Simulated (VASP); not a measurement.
# BAs (F-43m) in VASP: notebook, part 2 of 2

VASP 6.6.1. Earlier steps stand in the parts before.

## 3. Born charges and dielectric tensor, PBE

Contents of INCAR:

```
ALGO     = Normal         # electronic algorithm
EDIFF    = 1E-8           # SCF threshold, eV
ENCUT    = 520            # plane-wave cutoff, eV
GGA      = PE             # functional
IBRION   = 8              # ionic algorithm
ISIF     = 2              # what is computed and relaxed
ISMEAR   = 0              # smearing method
LASPH    = True           # aspherical terms in the spheres
LCHARG   = False          # write CHGCAR
LEPSILON = True           # dielectric tensor by DFPT
LREAL    = False          # projectors in reciprocal space
LWAVE    = False          # write WAVECAR
NELM     = 80             # most SCF steps
NSW      = 1              # ionic steps
PREC     = Accurate       # precision mode
SIGMA    = 0.02           # smearing width, eV
```

Contents of KPOINTS:

```
k-points
0
Gamma
  2 2 2
```

Contents of POSCAR:

```
BAs                                     
1.0
    0.0000000000      2.4776376138      2.4776376138
    2.4776376138      0.0000000000      2.4776376138
    2.4776376138      2.4776376138      0.0000000000
  B               As            
     1     1
Direct
     0.0000000000000000    0.0000000000000000    0.0000000000000000
     0.2500000000000000    0.2500000000000000    0.2500000000000000
```

Potentials or basis: VASP PAW PBE potentials, release 64 (B, As).

Run with:

```sh
$ cat potpaw_PBE.64/B/POTCAR potpaw_PBE.64/As/POTCAR > POTCAR
$ mpirun -np 1 vasp_std > vasp.out
```

OUTCAR:

```text
EDIFF = 1E-8
   ENCUT = 520
   GGA = PE
   IBRION = 8
   ISIF = 2
   ISMEAR = 0
   LASPH = True
   LEPSILON = True
   LREAL = False
   NELM = 80
   NSW = 1
   PREC = Accurate

 ion  position               nearest neighbor table
   1  0.000  0.000  0.000-   2 2.15   2 2.15   2 2.15   2 2.15
   2  0.250  0.250  0.250-   1 2.15   1 2.15   1 2.15   1 2.15

  LATTYP: Found a face centered cubic cell.
 ALAT       =     4.9552752276

  Lattice vectors:

 A1 = (   0.0000000000,   2.4776376138,   2.4776376138)
 A2 = (   2.4776376138,   0.0000000000,   2.4776376138)
 A3 = (   2.4776376138,   2.4776376138,   0.0000000000)

Analysis of symmetry for initial positions (statically):
=====================================================================
 Subroutine PRICEL returns:
 Original cell was already a primitive cell.

 Routine SETGRP: Setting up the symmetry group for a
[... 310 lines left out ...]

 SECOND DERIVATIVES (NOT SYMMETRIZED)
 ------------------------------------
               1X          1Y          1Z          2X          2Y          2Z
  1X   -19.327177    0.000000    0.000000   19.327177    0.000000    0.000000
  1Y     0.000000  -19.327177    0.000000    0.000000   19.327177    0.000000
  1Z     0.000000    0.000000  -19.327177    0.000000    0.000000   19.327177
  2X    19.330312    0.000000    0.000000  -19.330312    0.000000    0.000000
  2Y     0.000000   19.330312    0.000000    0.000000  -19.330312    0.000000
  2Z     0.000000    0.000000   19.330312    0.000000    0.000000  -19.330312

 Eigenvectors and eigenvalues of the dynamical matrix
 ----------------------------------------------------

   1 f  =   22.360205 THz   140.493310 2PiTHz  745.856146 cm-1    92.474335 meV
             X         Y         Z           dx          dy          dz
      0.000000  0.000000  0.000000     0.000000    0.934816    0.000000
      1.238819  1.238819  1.238819     0.000000   -0.355132    0.000000
[... 21 lines left out ...]
   6 f/i=    0.000602 THz     0.003783 2PiTHz    0.020084 cm-1     0.002490 meV
             X         Y         Z           dx          dy          dz
      0.000000  0.000000  0.000000     0.000000    0.000000   -0.355132
      1.238819  1.238819  1.238819     0.000000    0.000000   -0.934816

--------------------------------------------------------------------------------------------------------

 MACROSCOPIC STATIC DIELECTRIC TENSOR IONIC CONTRIBUTION
 ------------------------------------------------------
           0.226441    -0.000000    -0.000000
          -0.000000     0.226441     0.000000
          -0.000000     0.000000     0.226441
 ------------------------------------------------------

 ELASTIC MODULI CONTR FROM IONIC RELAXATION (kBar)
 Direction    XX          YY          ZZ          XY          YZ          ZX
 --------------------------------------------------------------------------------
 XX          -0.0000     -0.0000     -0.0000     -0.0000     -0.0000     -0.0000
 YY          -0.0000     -0.0000     -0.0000     -0.0000     -0.0000     -0.0000
 ZZ          -0.0000     -0.0000     -0.0000     -0.0000     -0.0000     -0.0000
 XY          -0.0000     -0.0000     -0.0000   -107.2815      0.0000     -0.0000
 YZ          -0.0000     -0.0000     -0.0000      0.0000   -107.2815      0.0000
 ZX          -0.0000     -0.0000     -0.0000     -0.0000      0.0000   -107.2815
 --------------------------------------------------------------------------------

 PIEZOELECTRIC TENSOR IONIC CONTR  for field in x, y, z        (C/m^2)
          XX          YY          ZZ          XY          YZ          ZX
  --------------------------------------------------------------------------------
  x     0.00000     0.00000     0.00000     0.00000     0.14666    -0.00000
  y     0.00000     0.00000     0.00000     0.00000     0.00000     0.14666
  z     0.00000     0.00000     0.00000     0.14666    -0.00000     0.00000
```

OSZICAR:

```text
N       E                     dE             d eps       ncg     rms          rms(c)
DAV:   1     0.163151429418E+02    0.16315E+02   -0.37298E+03    48   0.863E+02
DAV:   2    -0.901935502231E+01   -0.25334E+02   -0.24404E+02    80   0.104E+02
DAV:   3    -0.936165769429E+01   -0.34230E+00   -0.34230E+00    64   0.165E+01
[... 12 lines left out ...]
RMM:   7    -0.383157345370E-01   -0.13749E-06    0.36440E-06   130   0.544E-04    0.125E-04
RMM:   8    -0.383155729324E-01    0.16160E-06    0.10472E-06   126   0.270E-04    0.313E-05
RMM:   9    -0.383156728226E-01   -0.99890E-07    0.41436E-07   131   0.833E-05    0.508E-06
RMM:  10    -0.383157520253E-01   -0.79203E-07   -0.13235E-07   134   0.139E-05    0.269E-06
RMM:  11    -0.383157797260E-01   -0.27701E-07    0.93612E-08   123   0.906E-06    0.587E-07
RMM:  12    -0.383157873073E-01   -0.75813E-08    0.40691E-08    90   0.123E-06    0.294E-07
 Linear response finished
```

Wall time 60 s (1 thread of Intel Xeon Platinum 8259CL at 2.50GHz (Skylake/Cascade Lake), shared host); peak memory 0.17 GiB.

What came out:

| Property | Result |
| --- | --- |
| Band gap on the k mesh | 1.44 eV, indirect (least direct gap 3.04 eV) |
| Electronic dielectric tensor (diagonal) | 39.47 |
| Born charges (mean of the diagonal) | B +0.86; As -0.86 e |
| Highest phonon frequency at Γ, LO-TO splitting left out | 746 cm⁻¹ |

Levels at points of the mesh, in eV from the valence-band top:
```csv
k point,band 2,band 3,band 4,band 5,band 6,band 7
"(0.00, 0.00, 0.00)",0.00,0.00,0.00,3.04,3.04,3.04
"(0.50, 0.00, 0.00)",-8.10,-1.67,-1.67,2.06,4.53,4.53
"(0.50, 0.50, 0.00)",-7.98,-3.70,-3.70,1.44,1.45,10.34
```

Phonon frequencies in cm⁻¹ (negative: imaginary):
```tsv
q point	frequencies
(0.000, 0.000, 0.000)	0 0 0 746 746 746
```

Electronic dielectric tensor:
```
39.47  0.00  0.00
 0.00 39.47  0.00
 0.00  0.00 39.47
```

Born effective charge tensors (e):
atom 1, B
```
0.86 0.00 0.00
0.00 0.86 0.00
0.00 0.00 0.86
```
atom 2, As
```
-0.86  0.00  0.00
 0.00 -0.86  0.00
 0.00  0.00 -0.86
```

Caveat: the k mesh is coarse (spacing up to 1.10 Å⁻¹), so the values aren't converged.
